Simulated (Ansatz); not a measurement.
**CaF₂: what each run costs**

Cell: 3 atoms, space group Fm-3m, a = 3.862 Å, b = 3.862 Å, c = 3.862 Å, α = 60.00°, β = 60.00°, γ = 60.00°.

All runs are DFT with Ansatz 0.2.0 on 1 thread of Intel Xeon 6975P-C (Granite Rapids) (x86_64; 48 cores open to the job, memory cap 2.5 GiB, no GPU), a shared host.

(1) Rank the runs by wall time, shortest first.
A. dielectric tensor by linear response, PBE, 420 eV, 6×6×6 k-points, fixed occupations
B. core holes on 2 sites, PBE, 420 eV, 3×3×3 k-points, fixed occupations, 24 atoms
C. relaxation of the ions, PBE, 420 eV, 6×6×6 k-points, smearing 0.02 eV

## Answers

(1) C (1.4 s, 0.37 GiB), A (4.3 s, 0.39 GiB), B (31 s, 0.68 GiB).
